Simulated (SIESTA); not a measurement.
Runs of SIESTA 5.4.2 on SnO. The structure is tetragonal, space group P4/nmm (No. 129). Conventional cell: a = 3.814 Å, b = 3.814 Å, c = 4.887 Å, α = 90.00°, β = 90.00°, γ = 90.00°. Sn (site symmetry 4mm) has 4 O at 2.23 Å as nearest neighbours. O (site symmetry -4m2) is surrounded by 4 Sn at 2.23 Å. The cell is a database's computed one.

| potentials or basis | gap on the mesh (eV) | pressure (GPa) | largest force (eV/Å) |
| --- | --- | --- | --- |
| PseudoDojo 0.4 standard (PBE files), DZ (energy shift 0.003 Ry; two zetas on semicore shells) | (c) | 6.6 | 0.96 |
| PseudoDojo 0.4 standard (PBE files), SZP (energy shift 0.003 Ry) | 0.30 | 9.2 | 1.49 |
| PseudoDojo 0.4 standard (PBE files), SZ (energy shift 0.003 Ry) | (a) | 12.0 | 1.95 |
| PseudoDojo 0.4 standard (PBE files), DZDP (energy shift 0.003 Ry; two zetas on semicore shells) | 0.36 | 6.3 | (b) |
| PseudoDojo 0.4 standard (PBE files), TZP (energy shift 0.003 Ry; two zetas on semicore shells) | 0.37 | 5.9 | 0.84 |
| PseudoDojo 0.4 standard (PBE files), DZP (energy shift 0.003 Ry; two zetas on semicore shells) | 0.37 | 6.7 | 0.95 |
| PseudoDojo 0.4 standard (PBE files), TZDP (energy shift 0.003 Ry; two zetas on semicore shells) | 0.36 | 5.8 | 0.82 |

Alike in all rows: task single point; level PBE; no spin polarisation; cell as given; k mesh 7 × 7 × 6; smearing fermi-dirac 0.05 eV; grid cutoff 800 Ry; energy shift 0.003 Ry.

Task: Estimate the missing entries.

Result: (a) 0.28; (b) 0.90; (c) 0.44.

Caveats: spin-orbit coupling is left out, which moves the levels of the heavy elements; an odd mesh through Γ misses points on the zone boundary, where band edges often lie; the basis of atomic orbitals isn't converged, which shifts pressures, moduli and gaps; the basis has no polarisation orbitals (some runs); forces of over 1 eV/Å show positions far from the minimum, so gaps and moduli don't describe the material at rest (some runs).

A k mesh can miss the band edges, and the runs leave out spin-orbit coupling on Sn.
